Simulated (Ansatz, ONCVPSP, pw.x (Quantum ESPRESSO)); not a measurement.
## Equation-of-state test of one ONCV potential (hydrogen)

```
Element                 : H
Generator               : ONCVPSP 4.0.1
Type                    : optimised norm-conserving Vanderbilt (ONCV)
Functional              : PBE
Relativity              : scalar-relativistic
Frozen core             : none
Valence charge          : 1
Reference configuration : 1s1
Partial waves           : 1s: rc 1.25 bohr, ncon 4, nbas 8, qcut 6 1/bohr, 1 projector; p scattering state at 0.2 Ha: rc 1.20 bohr, ncon 4, nbas 7, qcut 7.1 1/bohr, 2 projectors, debl 3.7 Ha
Local potential         : polynomial inside 1.15 bohr (lpopt 5, dvloc0 0 Ha)
Core correction         : none
```

Atomic tests: cutoffs needed: 13 Ha and 19 Ha (the cutoffs (Ha) at which the residual kinetic energy of the hardest occupied pseudo-wave falls to 1 and 0.1 mHa per electron); ghost test: no bound ghost flagged; no localised positive-energy state flagged.

Crystal test: bcc H in pw.x 7.5, no spin, 18³ k-points, Fermi–Dirac smearing 0.01 Ry, cutoffs 45/180 Ry. The reference is all-electron LAPW (Ansatz 0.2.0) with the same functional, mesh and smearing; V0 and B0 come from Birch–Murnaghan fits to the pressures at five volumes. Errors are pseudo minus all-electron; Δ is the rms difference of the E(V) curves that follow from these fits, minima aligned, over ±6 % about the mean V0. Mesh and smearing are coarse, so the numbers serve the comparison and aren't converged zero-temperature values; the lattice is a test structure that the element need not adopt.

```csv
V (Å³/atom),P all-electron (GPa),P pseudo (GPa)
2.881,3.34,3.54
2.957,0.38,0.58
3.033,-2.27,-2.06
3.109,-4.64,-4.45
3.185,-6.78,-6.58
```

All-electron: a0 = 1.811 Å (V0 = 2.97 Å³/atom), B0 = 107.8 GPa.

Pseudopotential: mean pressure error (GPa): +0.20; a0 (Å): 1.812; a0 error (%): +0.06; B0 error (%): -0.5; Δ (meV/atom): 0.1.

At the middle volume, how do free energy and pressure move when the wave cutoff is lowered (ecutrho kept at four times it)?

| cutoff (Ry) | shift of F (meV/atom) | shift of P (GPa) |
| --- | --- | --- |
| 20 | +92.5 | -10.47 |
| 27 | +19.7 | -3.75 |
| 36 | +1.5 | -0.64 |

The run at the middle volume (195 k-points, 3 iterations) took about 2.5 s on one core of a shared host (Intel(R) Xeon(R) Processor @ 2.60GHz, 24 threads, 32 GiB, load 19).
